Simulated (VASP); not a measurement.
A run of VASP 6.6.1 is set up as follows.

File INCAR:

```
ALGO = Normal ; EDIFF = 1E-6
ENCUT = 520 ; GGA = PE
ISIF = 2 ; ISMEAR = 0
LASPH = True ; LCHARG = False
LREAL = False ; LWAVE = False
NBANDS = 13 ; NELM = 60
PREC = Accurate ; SIGMA = 0.1
```

Contents of KPOINTS:

```
k-points
0
Gamma
  9 9 4
```

POSCAR

```
H2Pt
1.0
    2.8498854500      0.0000000000      0.0000000000
   -1.4249427300      2.4680732000      0.0000000000
    0.0000000000      0.0000000000      5.4830605700
H Pt
2 1
Direct
    0.0000000000      0.0000000000      0.3818497300
    0.0000000000      0.0000000000      0.6181502700
    0.0000000000      0.0000000000      0.0000000000
```

Potentials or basis: VASP PAW PBE potentials, release 64 (H, Pt).

Command:

```bash
$ cat potpaw_PBE.64/H/POTCAR potpaw_PBE.64/Pt/POTCAR > POTCAR
$ mpirun -np 1 vasp_std > vasp.out
```

Problem. Estimate the band gap on the k mesh.

Solution. None (metal or under the smearing width).

Problem. What does it give for the largest force?

Solution. 0.855 eV/Å.

Problem. Estimate the pressure.

Solution. -21.5 GPa.

Stress tensor (GPa, compression positive):
```
-13.29   0.00   0.00
  0.00 -13.29   0.00
  0.00   0.00 -37.97
```

Caveat: so large a pressure means that the cell lies far from this level's equilibrium, or that cutoff or potentials fall short. Spin-orbit coupling is left out, which matters for the levels of Pt.
